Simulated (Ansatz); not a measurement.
Wanted: the native input for an Ansatz 0.2.0 run.

| Quantity | Value |
| --- | --- |
| Task | relaxation of cell and atoms |
| Functional | HSE06 |
| Potentials or basis | Ansatz PAW |
| Cutoff | 420 eV (not typed: the program's choice for these potentials) |
| k mesh | 4 × 4 × 4 |
| Occupations | fermi-dirac, width 0.05 eV |
| Spin | no spin polarisation |

The system is TiAl.

```
CELL_PARAMETERS angstrom
3.17906 0.00000 0.00000
0.00000 3.17906 0.00000
0.00000 0.00000 3.17906
ATOMIC_POSITIONS crystal
Ti 0.00000 0.00000 0.00000
Al 0.50000 0.50000 0.50000
```

The cell comes from a database or a generator and needn't be the stable form of this composition.

These files were run (other wordings do the same):

input

```
crystal:
  lattice:
    - [3.179064, 0.0, 0.0]
    - [0.0, 3.179064, 0.0]
    - [0.0, 0.0, 3.179064]
  atoms:
    - { symbol: Ti, position: [0.0, 0.0, 0.0] }
    - { symbol: Al, position: [0.5, 0.5, 0.5] }
hamiltonian:
  xc: hse06
  pseudopotentials: { kind: paw }
kpoints:
  mp_grid: { grid: [4, 4, 4] }
scf:
  occupations: { method: fermi_dirac, width: 0.05 }
output:
  forces: true
  stress: true
  eigenvalues: true
  write_density: true
  write_potential: true
  elf: true
  volumetric_format: npy
relax:
  f_tol: 0.01
  max_steps: 40
  cell: { stress_tol: 0.05 }
```

Results of the run:

```json
{"Relaxed volume": "15.92 Å³/atom", "Relaxed cell": "a = 3.169 Å, b = 3.169 Å, c = 3.169 Å, α = 90.00°, β = 90.00°, γ = 90.00°", "Space group after relaxing (to 0.05 Å)": "Pm-3m (No. 221)", "Energy gained by relaxing": "0.5 meV/atom", "Ionic steps": "4", "Pressure after relaxing": "0.0 GPa", "Band gap on the k mesh": "none (metal or under the smearing width)"}
```

Caveat: the k mesh is coarse (spacing up to 0.49 Å⁻¹), so the values aren't converged, least of all with exact exchange; the plane-wave basis is chosen anew once the cell has moved, so the energies of steps on either side of that aren't comparable; the PAW data sets come from PBE, with cores solved anew for the run's functional, which leaves a small shift of forces and pressure.

It took 80 s on 1 × NVIDIA H100 80GB HBM3 with 2 threads of AMD EPYC 7R13 Processor (Zen 3), with other jobs on the host, peak memory 1.5 GiB.
